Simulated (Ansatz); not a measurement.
# C: phonons and Grüneisen parameters

How does the lattice vibrate, and how do the modes shift with volume? Displacements sample a 1×1×1 mesh. Runs: cell and atoms relaxed (PAW); volume scaled by 0.985, atoms relaxed (PAW); volume scaled by 1.015, atoms relaxed (PAW); reference run (PAW); volume scaled by 0.985 (PAW); volume scaled by 1.015 (PAW); mode Grüneisen parameters (PAW).

The COD entry's cell or inner coordinates are ideal or old and differ from later refinements, so a difference from it is no clean test against experiment.

Program: Ansatz 0.2.0. Level of theory: DFT PBEsol, frozen-core PAW, scalar-relativistic unless said. These are calculated values, not measurements.

1 further run of the same task is left out (it didn't finish). Runs told in other sessions of the task aren't counted.

## (1) The starting structure

Symmetry: P6_3mc, No. 186, hexagonal system. Conventional cell: a = 2.470 Å, b = 2.470 Å, c = 6.790 Å, α = 90.00°, β = 90.00°, γ = 120.00°. Around C (site symmetry 3m) lie 3 C at 1.43 Å.

Coordinates:

```
CELL_PARAMETERS angstrom
2.47000 0.00000 0.00000
-1.23500 2.13908 0.00000
0.00000 0.00000 6.79000
ATOMIC_POSITIONS crystal
C 0.00000 0.00000 0.00000
C 0.00000 0.00000 0.50000
C 0.33333 0.66667 0.00500
C 0.66667 0.33333 0.50500
```

Cartesian axes are those of the input's lattice vectors. The structure goes back to a database entry.

## (2) Cell and atoms relaxed, PAW

input.yaml reads:

```yaml
crystal:
  lattice:
    - [2.46999999998, 0.0, 0.0]
    - [-1.23499999999, 2.13908274733, 0.0]
    - [0.0, 0.0, 6.79]
  atoms:
    - { symbol: C, position: [0.0, 0.0, 0.0] }
    - { symbol: C, position: [0.0, 0.0, 0.5] }
    - { symbol: C, position: [0.333333333333, 0.666666666667, 0.005] }
    - { symbol: C, position: [0.666666666667, 0.333333333333, 0.505] }
kpoints:
  mp_grid: { grid: [14, 14, 6] }
scf:
  occupations: { method: fermi_dirac, width: 0.1 }
hamiltonian:
  xc: pbesol
  pseudopotentials: { kind: paw }
relax:
  f_tol: 0.002
  max_steps: 80
  cell: {}
output:
  forces: true
  stress: true
```

Started as:

```console
$ ansatz run input.yaml --threads 1 --pin off --max-ram 3072MiB --backend cpu --events-out ev --progress --plain --runs-dir out
```

## (4) Volume scaled by 0.985, atoms relaxed, PAW

input.yaml reads:

```yaml
crystal:
  lattice:
    - [2.44651165145, 0.0, 0.0]
    - [-1.22325582573, 2.11874124081, 0.0]
    - [0.0, 0.0, 7.21087193658]
  atoms:
    - { symbol: C, position: [0.0, 0.0, 0.002500141136] }
    - { symbol: C, position: [0.0, 0.0, 0.502500141136] }
    - { symbol: C, position: [0.333333333333, 0.666666666667, 0.002499858864] }
    - { symbol: C, position: [0.666666666667, 0.333333333333, 0.502499858864] }
kpoints:
  mp_grid: { grid: [10, 10, 4] }
scf:
  occupations: { method: fixed }
hamiltonian:
  xc: pbesol
  pseudopotentials: { kind: paw }
relax:
  f_tol: 0.002
  max_steps: 80
output:
  forces: true
  stress: true
```

## (5) Volume scaled by 1.015, atoms relaxed, PAW

input.yaml: that of step 4 with these lines changed.

```diff
@@ -2,5 +2,5 @@
   lattice:
-    - [2.44651165145, 0.0, 0.0]
-    - [-1.22325582573, 2.11874124081, 0.0]
-    - [0.0, 0.0, 7.21087193658]
+    - [2.4711013559, 0.0, 0.0]
+    - [-1.23555067795, 2.14003654953, 0.0]
+    - [0.0, 0.0, 7.28334786761]
   atoms:
```

## (6) Reference run, PAW

input.yaml: that of step 5 with these lines changed.

```diff
@@ -2,5 +2,5 @@
   lattice:
-    - [2.4711013559, 0.0, 0.0]
-    - [-1.23555067795, 2.14003654953, 0.0]
-    - [0.0, 0.0, 7.28334786761]
+    - [2.4588679805, 0.0, 0.0]
+    - [-1.22943399025, 2.12944213566, 0.0]
+    - [0.0, 0.0, 7.24729109947]
   atoms:
@@ -17,7 +17,3 @@
   pseudopotentials: { kind: paw }
-relax:
-  f_tol: 0.002
-  max_steps: 80
-output:
-  forces: true
-  stress: true
+phonons:
+  supercell: [1, 1, 1]
```

## (7) Volume scaled by 0.985, PAW

input.yaml reads:

```yaml
crystal:
  lattice:
    - [2.44651165145, 0.0, 0.0]
    - [-1.22325582573, 2.11874124081, 0.0]
    - [0.0, 0.0, 7.21087193658]
  atoms:
    - { symbol: C, position: [0.0, 0.0, 0.0025] }
    - { symbol: C, position: [0.0, 0.0, 0.5025] }
    - { symbol: C, position: [0.333333333333, 0.666666666667, 0.0025] }
    - { symbol: C, position: [0.666666666667, 0.333333333333, 0.5025] }
kpoints:
  mp_grid: { grid: [10, 10, 4] }
scf:
  occupations: { method: fixed }
hamiltonian:
  xc: pbesol
  pseudopotentials: { kind: paw }
phonons:
  supercell: [1, 1, 1]
```

## (8) Volume scaled by 1.015, PAW

input.yaml: that of step 7 with these lines changed.

```diff
@@ -2,5 +2,5 @@
   lattice:
-    - [2.44651165145, 0.0, 0.0]
-    - [-1.22325582573, 2.11874124081, 0.0]
-    - [0.0, 0.0, 7.21087193658]
+    - [2.4711013559, 0.0, 0.0]
+    - [-1.23555067795, 2.14003654953, 0.0]
+    - [0.0, 0.0, 7.28334786761]
   atoms:
```

(Steps that only read results are left out.)

Q: Predict the outcome of this session. Wanted: highest mode on the mesh, without the LO shift; optical modes at Γ.

**Answer**, as computed:

| quantity | value |
| --- | --- |
| highest mode on the mesh, without the LO shift (PAW) | 1589 cm⁻¹ |
| optical modes at Γ | 27 (E2g), 62 (B1g), 873 (B1g), 874 (A2u), 1587 (E2g), 1589 (E1u) cm⁻¹ |
| mean Grüneisen parameter at 300 K (PAW) | 1.53 |

What this shows: No mode at Γ is unstable, and no other wavevector was sampled; the highest lies at 1589 cm⁻¹ by PAW. Weighted by heat capacity at 300 K the mean Grüneisen parameter of the sampled modes is 1.53; optical modes at Γ alone don't fix the expansion. Each set of modes is computed in the harmonic approximation. Cautions: frozen-core PAW files fitted under PBE, their cores solved anew for the functional of the run; no dispersion correction, so the spacing and stiffness between layers or molecules are uncertain; zone-boundary modes aren't tested.
